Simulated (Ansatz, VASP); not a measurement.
# Cross-check of MgO between VASP and Ansatz

Aim: how closely do two programs agree when they are given the same cell, functional and k mesh?

Program: Ansatz 0.2.0. Level of theory: plane waves, with VASP 6.6.1 beside it; relaxation of cell and atoms at PBE with D3(BJ). Results are calculated unless marked as measured.

## 1. The structure

The structure is cubic, space group Fm-3m (No. 225). Conventional cell: a = 4.212 Å, b = 4.212 Å, c = 4.212 Å, α = 90.00°, β = 90.00°, γ = 90.00°. Mg has 6 O at 2.11 Å nearest. Nearest to O lie 6 Mg at 2.11 Å. Farther neighbours and most contacts between anions are not listed.

Structure file:

```xyz
2
Lattice="0.0000 2.1061 2.1061 2.1061 0.0000 2.1061 2.1061 2.1061 0.0000" Properties=species:S:1:pos:R:3 pbc="T T T"
Mg    0.0000    0.0000    0.0000
O     2.1061    2.1061    2.1061
```

## 2. VASP: relaxation of cell and atoms, PBE with D3(BJ)

The relaxed volume is the usual yardstick between codes: its relative difference is about their pressure difference at one cell divided by the bulk modulus.

Lines of VASP's logs that name or quote its potential files are left out, and so is its time.

Input file INCAR:

```
SYSTEM = MgO
PREC = Accurate
ENCUT = 520
EDIFF = 1E-06
NELM = 100
ISMEAR = 0
SIGMA = 0.05
LREAL = .FALSE.
ALGO = Normal
GGA = PE
IVDW = 12
NBANDS = 10
LORBIT = 11
LWAVE = .FALSE.
LCHARG = .FALSE.
KPAR = 2
IBRION = 2
NSW = 60
ISIF = 3
EDIFFG = -0.01
```

Input file POSCAR:

```
MgO
1.0
    0.0000000000      2.1060700000      2.1060700000
    2.1060700000      0.0000000000      2.1060700000
    2.1060700000      2.1060700000      0.0000000000
Mg O
1 1
Direct
    0.0000000000      0.0000000000      0.0000000000
    0.5000000000      0.5000000000      0.5000000000
```

Input file KPOINTS:

```
Automatic mesh
0
Gamma
9 9 9
0 0 0
```

Potentials, in the order of the species: Mg and O (PBE family, release 64).

On the command line:

```bash
mpirun -np 2 vasp_std
```

Numbers of over 12 decimals in the logs are rounded to 6 here.

The program printed:

```text
[banner, memory and clock lines left out]
running    2 mpi-ranks, on    1 nodes
 distrk:  each k-point on    1 cores,    2 groups
 distr:  one band on    1 cores,    1 groups

 POSCAR found type information on POSCAR MgO
 POSCAR found :  2 types and       2 ions
 LDA part: xc-table for (Slater+PW92), standard interpolation
 POSCAR, INCAR and KPOINTS ok, starting setup
 FFT: planning ... GRIDC
 FFT: planning ... GRID_SOFT
 FFT: planning ... GRID
 WAVECAR not read
 entering main loop
       N       E                     dE             d eps       ncg     rms          rms(c)
DAV:   1     0.101984659944E+02    0.10198E+02   -0.46738E+03   828   0.713E+02
DAV:   2    -0.130071311801E+02   -0.23206E+02   -0.22215E+02   768   0.129E+02
DAV:   3    -0.134650483836E+02   -0.45792E+00   -0.45760E+00   810   0.162E+01
DAV:   4    -0.134659496064E+02   -0.90122E-03   -0.90121E-03   780   0.827E-01
DAV:   5    -0.134659525757E+02   -0.29693E-05   -0.29693E-05   792   0.473E-02    0.722E+00
DAV:   6    -0.119237641412E+02    0.15422E+01   -0.90634E+00   708   0.179E+01    0.224E+00
DAV:   7    -0.119110873915E+02    0.12677E-01   -0.48319E-02   742   0.217E+00    0.133E+00
DAV:   8    -0.119058109290E+02    0.52765E-02   -0.26272E-02   714   0.200E+00    0.205E-01
DAV:   9    -0.119055746658E+02    0.23626E-03   -0.35045E-04   790   0.144E-01    0.123E-01
DAV:  10    -0.119056007755E+02   -0.26110E-04   -0.39786E-04   748   0.162E-01    0.763E-03
DAV:  11    -0.119056022213E+02   -0.14458E-05   -0.16510E-06   776   0.117E-02    0.521E-03
DAV:  12    -0.119056021285E+02    0.92795E-07   -0.64771E-07   396   0.689E-03
   1 F= -.12491783E+02 E0= -.12491783E+02  d E =-.124918E+02
 curvature:   0.00 expect dE= 0.000E+00 dE for cont linesearch  0.000E+00
 trial: gam= 0.00000 g(F)=  0.973E-66 g(S)=  0.150E-02 ort = 0.000E+00 (trialstep = 0.100E+01)
 search vector abs. value=  0.150E-02
 bond charge predicted
       N       E                     dE             d eps       ncg     rms          rms(c)
DAV:   1    -0.119055825133E+02    0.19708E-04   -0.11671E-01   722   0.294E+00    0.576E-01
DAV:   2    -0.118998225843E+02    0.57599E-02   -0.36326E-02   726   0.119E+00    0.589E-02
DAV:   3    -0.118997761466E+02    0.46438E-04   -0.36913E-04   716   0.196E-01    0.339E-02
DAV:   4    -0.118997512807E+02    0.24866E-04   -0.32112E-05   736   0.517E-02    0.991E-03
DAV:   5    -0.118997512555E+02    0.25277E-07   -0.50090E-06   682   0.144E-02
   2 F= -.12492266E+02 E0= -.12492266E+02  d E =-.483171E-03
 trial-energy change:   -0.000483  1 .order   -0.000474   -0.001498    0.000550
 step:   0.7366(harm=  0.7315)  dis= 0.00000  next Energy=   -12.492339 (dE=-0.555E-03)
 bond charge predicted
       N       E                     dE             d eps       ncg     rms          rms(c)
DAV:   1    -0.119019049666E+02   -0.21537E-02   -0.80669E-03   724   0.771E-01    0.152E-01
DAV:   2    -0.119015036949E+02    0.40127E-03   -0.25287E-03   726   0.314E-01    0.152E-02
DAV:   3    -0.119015017617E+02    0.19332E-05   -0.25130E-05   714   0.510E-02    0.875E-03
DAV:   4    -0.119014996487E+02    0.21130E-05   -0.21912E-06   612   0.136E-02    0.259E-03
DAV:   5    -0.119014994093E+02    0.23941E-06   -0.33608E-07   360   0.377E-03
   3 F= -.12492337E+02 E0= -.12492337E+02  d E =-.554079E-03
 curvature:  -0.37 expect dE=-0.500E-09 dE for cont linesearch -0.500E-09
 trial: gam= 0.00000 g(F)=  0.390E-60 g(S)=  0.137E-08 ort =-0.143E-05 (trialstep = 0.947E+00)
 search vector abs. value=  0.147E-08
 reached required accuracy - stopping structural energy minimisation
```

From OUTCAR (step 2):

```text
ion  position               nearest neighbor table
   1  0.000  0.000  0.000-   2 2.11   2 2.11   2 2.11   2 2.11   2 2.11   2 2.11
   2  0.500  0.500  0.500-   1 2.11   1 2.11   1 2.11   1 2.11   1 2.11   1 2.11

  LATTYP: Found a face centered cubic cell.
 ALAT       =     4.2121400000

 Subroutine GETGRP returns: Found 48 space group operations
 (whereof 48 operations were pure point group operations)

The static configuration has the point symmetry O_h .

 Found     35 irreducible k-points:

   k-points           NKPTS =     35   k-points in BZ     NKDIM =     35   number of bands    NBANDS=     10

   dimension x,y,z NGX =    24 NGY =   24 NGZ =   24
   dimension x,y,z NGXF=    48 NGYF=   48 NGZF=   48

   ENCUT  =  520.0 eV  38.22 Ry    6.18 a.u.   5.54  5.54  5.54*2*pi/ulx,y,z

   NELECT =       8.0000    total number of electrons

 k-points in reciprocal lattice and weights: Automatic mesh
   0.00000000  0.00000000  0.00000000       0.001
   0.11111111  0.00000000  0.00000000       0.011
   0.22222222  0.00000000  0.00000000       0.011
   0.33333333  0.00000000  0.00000000       0.011
   0.44444444  0.00000000  0.00000000       0.011
   0.11111111  0.11111111  0.00000000       0.008
   0.22222222  0.11111111  0.00000000       0.033
   0.33333333  0.11111111  0.00000000       0.033
   0.44444444  0.11111111  0.00000000       0.033
[...]
-0.33333333  0.44444444  0.11111111       0.033
  -0.33333333  0.44444444  0.22222222       0.033

 Edisp (eV)   -0.59252

 average (electrostatic) potential at core
       1 -34.9331       2 -69.5047

 E-fermi :   3.4706

 k-point     1 :       0.0000    0.0000    0.0000
  band No.  band energies     occupation
      1     -14.0584      2.00000
      2       3.2444      2.00000
      3       3.2444      2.00000
      4       3.2444      2.00000
      5       8.0454      0.00000
      6      19.0875      0.00000
      7      19.0875      0.00000
      8      19.0875      0.00000
      9      23.0243      0.00000
    ...

 k-point     2 :       0.1111    0.0000    0.0000
  band No.  band energies     occupation
      1     -13.9267      2.00000
      2       2.4601      2.00000
      3       3.1607      2.00000
      4       3.1607      2.00000
      5       8.7971      0.00000
      6      17.6427      0.00000
      7      19.3822      0.00000
      8      19.3822      0.00000
      9      23.9818      0.00000
    ...

 k-point     3 :       0.2222    0.0000    0.0000
  band No.  band energies     occupation
      1     -13.5727      2.00000
      2       0.9520      2.00000
      3       2.9569      2.00000
      4       2.9569      2.00000
      5      10.1198      0.00000
      6      16.0936      0.00000
      7      19.9027      0.00000
      8      19.9027      0.00000
      9      23.3867      0.00000
    ...

 Edisp (eV)   -0.59084

  Total       0.00014     0.00014     0.00014    -0.00000     0.00000     0.00000
  in kB       0.01188     0.01188     0.01188    -0.00000     0.00000     0.00000
  external pressure =        0.01 kB  Pullay stress =        0.00 kB

  energy-cutoff  :      520.00
  volume of cell :       18.54
      direct lattice vectors                 reciprocal lattice vectors
     0.000000000  2.100685366  2.100685366    -0.238017558  0.238017558  0.238017558
     2.100685366  0.000000000  2.100685366     0.238017558 -0.238017558  0.238017558
     2.100685366  2.100685366 -0.000000000     0.238017558  0.238017558 -0.238017558

 POSITION                                       TOTAL-FORCE (eV/Angst)
 -----------------------------------------------------------------------------------
      0.00000      0.00000      0.00000         0.000000      0.000000      0.000000
      2.10069      2.10069      2.10069        -0.000000     -0.000000     -0.000000
 -----------------------------------------------------------------------------------
    total drift:                               -0.000000     -0.000000      0.000000

  FREE ENERGIE OF THE ION-ELECTRON SYSTEM (eV)
  ---------------------------------------------------
  free  energy   TOTEN  =       -12.4923372266 eV

  energy  without entropy=      -12.4923372266  energy(sigma->0) =      -12.49233723

 reached required accuracy - stopping structural energy minimisation

 total charge
# of ion       s       p       d       tot
------------------------------------------
    1        0.150   0.181   0.081   0.412
    2        1.542   3.565   0.000   5.107
--------------------------------------------------
tot          1.692   3.747   0.081   5.519

[... 3 further parts left out ...]
```

CONTCAR:

```
MgO
   1.00000000000000
     0.0000000000000000    2.1006853663157754    2.1006853663157754
     2.1006853663157754    0.0000000000000000    2.1006853663157754
     2.1006853663157754    2.1006853663157754   -0.0000000000000000
  Mg              O
     1     1
Direct
     0.0000000000000000    0.0000000000000000    0.0000000000000000
     0.5000000000000000    0.5000000000000000    0.5000000000000000
```

## 3. Ansatz: relaxation of cell and atoms, PBE with D3(BJ)

Ansatz runs on its default PAW (the set named soft_2) files.

The same cell, functional, mesh and smearing now go to Ansatz, which takes its cutoff from its data sets.

Input file input.yaml:

```yaml
crystal:
  lattice:
    - [0.0, 2.10607, 2.10607]
    - [2.10607, 0.0, 2.10607]
    - [2.10607, 2.10607, 0.0]
  atoms:
    - { symbol: Mg, position: [0.0, 0.0, 0.0] }
    - { symbol: O, position: [0.5, 0.5, 0.5] }
hamiltonian:
  xc: pbe
  pseudopotentials: { kind: paw }
  dispersion: d3bj
kpoints:
  mp_grid: { grid: [9, 9, 9] }
scf:
  occupations: { method: gaussian, width: 0.05 }
relax:
  f_tol: 0.01
  max_steps: 60
  cell: { stress_tol: 0.05 }
output:
  forces: true
  stress: true
  write_density: true
  write_potential: true
  elf: true
  volumetric_format: npy
```

On the command line:

```bash
ansatz run input.yaml --threads 4 --pin off --max-ram 9216MiB --backend cpu --events-out ev --progress --plain --runs-dir out
```

The program printed:

```text
Engine: ansatz 0.2.0, aarch64-unknown-linux-gnu
Pseudopotentials: kind: paw
Pseudopotential: Mg, paw, valence charge 10, recommended cutoff 420 eV (normal), Mg.paw.azcp
Pseudopotential: O, paw, valence charge 6, recommended cutoff 420 eV (normal), O.paw.azcp
Functional definition: PBE
  parameter kappa = 0.804
  parameter beta = 0.066725
  exchange = pbe_x(kappa = kappa, mu = beta*pi^2/3)
  correlation = pbe_c(beta = beta)
Crystal: 2 atoms, lattice volume = 18.683 Å³
Basis set: ecut = 420 eV, 339 PW (Γ), exchange–correlation on 40×40×40 points (8 copies of the dense FFT grid, shifted against one another)
Bands: 12, of which v1, the nominal top of the filled ones, is band 8 counted from 1 (7 counted from 0)
Symmetry: 48 space group operations
Space group: Fm-3m (ITA 225), of the structure as read, at distance tolerance 2.7e-5 Å
k-points: 35 of 729
Non-local potential: Mg, projectors of the file, l = 0: 3, l = 1: 2, l = 2: 1
Non-local potential: O, projectors of the file, l = 0: 2, l = 1: 2, l = 2: 1
PAW form: soft (Blöchl's): semilocal exchange-correlation on the pseudo side does not see the compensation charge
PAW one-centre angular grid: Mg, 110 points (default); XC on 64 Gauss nodes
PAW one-centre angular grid: O, 110 points (default); XC on 64 Gauss nodes
Initial density: superposition of atomic densities (neutral atoms: chi_scale 0, normalization atom), corrected by the library's trained network
Initial wavefunctions: pseudopotential atomic-orbital guess
Functional: x = pbe(κ = 0.804, μ = 0.219515), c = pbe(β = 0.066725)
SCF iter   1: F=—  HF=-2494.716998 eV  |F-HF|=—  |Δ(HF+E_count)|=         —  Δρ=5.69e-4  dr2=6.85e-6  ethr=1.77e-3  ⟨swp⟩=5.6  Hψ=2404  notcnv=0
preconditioner: auto → none  [insulator: Δε(μ)=4.741 eV  Ē_g=18.541 eV  σ=0.050 eV  W_gap=1.00  n_scr=8 (ndim 8)  ℏωp=24.3 eV  f_vac=0.000  D(μ)=0.00/eV (n_scr^D=0)  ε∞_Penn≈2.7]
SCF iter   2: F=—  HF=-2494.717327 eV  |F-HF|=—  |Δ(HF+E_count)|=   3.28e-4  Δρ=3.75e-4  dr2=9.80e-6  ethr=4.28e-8  ⟨swp⟩=3.7  Hψ=1235  notcnv=0
SCF iter   3: F=—  HF=-2494.717347 eV  |F-HF|=—  |Δ(HF+E_count)|=   2.03e-5  Δρ=2.14e-4  dr2=2.68e-6  ethr=4.28e-8  ⟨swp⟩=2.2  Hψ=692  notcnv=0
iter 4 did not close the SCF: its close was put off for the readings that it lacked (scf_convergence_deferred on its scf_iter line)
SCF iter   4: F=-2494.717364 eV  HF=-2494.717364 eV  |F-HF|=9.04e-8  |Δ(HF+E_count)|=   1.70e-5  Δρ=3.35e-5  dr2=8.48e-8  ethr=1.67e-8  ⟨swp⟩=2.0  Hψ=665  notcnv=0
iter 5 did not close the SCF: its close was put off for the readings that it lacked (scf_convergence_deferred on its scf_iter line)
SCF iter   5: F=-2494.717364 eV  HF=-2494.717364 eV  |F-HF|=1.03e-8  |Δ(HF+E_count)|=   2.96e-8  Δρ=9.36e-6  dr2=7.27e-9  ethr=5.30e-10  ⟨swp⟩=2.4  Hψ=704  notcnv=0
SCF iter   6: F=-2494.717364 eV  HF=-2494.717364 eV  |F-HF|=1.19e-9  |Δ(HF+E_count)|=   4.89e-9  Δρ=3.13e-6  dr2=8.63e-10  ethr=4.54e-11  ⟨swp⟩=5.1  Hψ=2142  notcnv=0
SCF 1 converged in 6 iterations: F = -2494.717364 eV  dr2 = 8.63e-10
  greatest PAW one-centre occupation: 1.000 electrons in one spin orbital (limit 2), on the Mg atom at site 0 (counted from 0), in its partial waves of l = 0
relax step   1: F+E_penalty+E_count = -2494.71736386 eV  Δ(F+E_penalty+E_count) = +0.000e0 eV  max|allowed force component| = 5.601e-29 eV/Å  Δτ_max = 0.0000 Å  P = -0.507 GPa  Ω = 18.683 Å³  (6 SCF iters, dr2 threshold 1.00e-7 eV, accepted)
[...]
relax step   2: F+E_penalty+E_count = -2494.71751870 eV  Δ(F+E_penalty+E_count) = -1.548e-4 eV  max|allowed force component| = 3.673e-30 eV/Å  Δτ_max = 0.0000 Å  P = -0.287 GPa  Ω = 18.658 Å³  energy of the carried Pulay correction = +9.298e-5 eV  (6 SCF iters, dr2 threshold 2.00e-7 eV, accepted)
[...]
relax step   3: F+E_penalty+E_count = -2494.71766820 eV  Δ(F+E_penalty+E_count) = -1.495e-4 eV  max|allowed force component| = 6.442e-30 eV/Å  Δτ_max = 0.0000 Å  P = +0.001 GPa  Ω = 18.626 Å³  energy of the carried Pulay correction = +2.136e-4 eV  (6 SCF iters, dr2 threshold 2.00e-7 eV, accepted)
[...]
relax step   4: F+E_penalty+E_count = -2494.71747557 eV  Δ(F+E_penalty+E_count) = +1.926e-4 eV  max|allowed force component| = 9.820e-30 eV/Å  Δτ_max = 0.0000 Å  P = -0.022 GPa  Ω = 18.626 Å³  stress off target by 2.15e-2 GPa  SCF on the basis re-selected at this cell (its energy is not comparable with the rows above)  (8 SCF iters)
basis re-selected at this cell: Δ(F+E_penalty+E_count) = +1.926e-4 eV, ΔP = -0.023 GPa vs the last step (what re-selecting the basis moved, of the pressure what is left beyond the Pulay correction that the steps carried, after the strain that the cell walked since its last selection, with what the two solves' SCF thresholds leave and, on support functions, any second-order correction that the steps lacked; it is no m [...]
SCF converged after 8 iterations
Free energy (F): -2494.717476 eV
Harris-Foulkes:  -2494.717476 eV  (|F-HF|=0.00e0)
Internal energy: -2494.717476 eV  (E = F + TS)
E sigma→0 (E₀):  -2494.717476 eV
Fermi energy:    10.558996 eV
--- Per-component energies (eV) ---
  E_band       = -291.903642
  E_kinetic    = 255.937144
  E_local      = -1600.519632  (includes V_loc(G=0)·N_el)
  E_nonlocal   = 142.822522
  E_hartree    = 553.693035
  E_xc         = -105.319582
  E_vxc        = -134.971878  (∫ρ·V_xc dr)
  E_paw        = -450.081608  (= ΣΔE_a)
  E_vpaw       = -62.560389  (= ΣTr[D̂ρ^β])
  E_aug_tail   = 0.002521  (compensation charges beyond the density's cutoff)
  E_ewald      = -1290.663704
  E_disp       = -0.588170  (pairwise vdW)
  E_smearing   = -0.000000  (= −TS)
  E_closure    = 0.000000  (closes the sum)
  Σ components = -2494.717476   (vs F -2494.717476, Δ=0.00e0)
--- Forces (eV/Å), atoms counted from 1 ---
  atom   1  Mg    -0.00000000     0.00000000     0.00000000
  atom   2  O      0.00000000    -0.00000000    -0.00000000
  max |Σ_I F_I| component: 1.93e-29 eV/Å
--- Stress (GPa, compression-positive) ---
       -0.021504      -0.000000      -0.000000
       -0.000000      -0.021504      -0.000000
       -0.000000      -0.000000      -0.021504
  P = ⅓ Tr σ = -0.0215 GPa (-0.215 kbar)
--- Band table (eV; the first three rows and the last of 35) ---
  k-point 0: bands = [... 4 lower, -9.0950, 8.1725, 8.1725, 8.1725, 12.9449, 24.0114, 24.0114, 24.0114]
  k-point 1: bands = [... 4 lower, -8.9602, 7.3920, 8.0899, 8.0899, 13.6955, 22.5617, 24.3023, 24.3023]
  k-point 2: bands = [... 4 lower, -8.5987, 5.8931, 7.8886, 7.8886, 15.0194, 21.0072, 24.8164, 24.8164]
  k-point 34: bands = [... 4 lower, -7.5096, 4.9159, 5.5127, 6.5598, 19.5388, 19.8044, 20.5205, 24.1523]
--- Relaxed structure (3 steps of the walk, 3 accepted, 1 SCFs on fresh bases) ---
  F+E_penalty+E_count = -2494.71747557 eV   max|allowed force component| = 9.820e-30 eV/Å   (the final SCF, on the basis selected at the relaxed cell)
  cell:  # Å, volume = 18.6258 Å³
    - [0, 2.103915, 2.103915]
    - [2.103915, 0, 2.103915]
    - [2.103915, 2.103915, 0]
  atoms:
    - { symbol: Mg, position: [0, 0, 0] }
    - { symbol: O, position: [0.5, 0.5, 0.5] }
```

Elapsed: 1.2 s, on 4 threads of Arm Neoverse V1, shared host; peak memory 0.27 GiB.

## 4. Differences

Known differences besides the potentials themselves: both relaxations stop at a tolerance, which leaves soft axes loose, and VASP keeps its plane-wave basis; the data sets hold 16 valence electrons in Ansatz (default PAW (the set named soft_2) files) and 8 in VASP; the cutoff is 420 eV in Ansatz and 520 eV in VASP; VASP leaves aspherical gradient terms in its spheres out (LASPH is not set), Ansatz keeps them; Ansatz adds a Pulay correction to the stress that steers its cell, VASP none. Total energies have different zeros and are not compared.

Compared:

| quantity | Ansatz | VASP | difference |
| --- | --- | --- | --- |
| volume (Å³) | 18.63 | 18.54 | +0.46 % |
| edge a after relaxation, in the typed setting (Å) | 2.975 | 2.971 | +0.15 % |

The walks stopped with -0.02 GPa left in Ansatz and 0.00 GPa in VASP; each walk ends within a tolerance, so the volume difference is uncertain by about these residues over the bulk modulus, most in soft cells.

## 5. What came out

```json
{
  "difference in volume (relaxation of cell and atoms, PBE with D3(BJ))": "0.46 %"
}
```

In words: The difference in volume is 0.46 % (relaxation of cell and atoms, PBE with D3(BJ)), within the 1.2 % picked in this series as the mark of a large difference, as far as the stopping tolerances let one tell. Such differences can come from data sets, numerical settings and the points named under the comparisons, not from the functional's error against experiment.

[Lines on the potential files, build, host, timing and source positions are cut from VASP's logs without a mark.]

[Logs are printed without paths, hosts, clocks, repeated set-up lines and the standing remarks that a program may print on its own settings, such as how far it seeks lower states.]

[Hosts, paths, dates, database ids (printed as entryN), source tags and the programs' standing remarks are cut or masked in the printed files.]
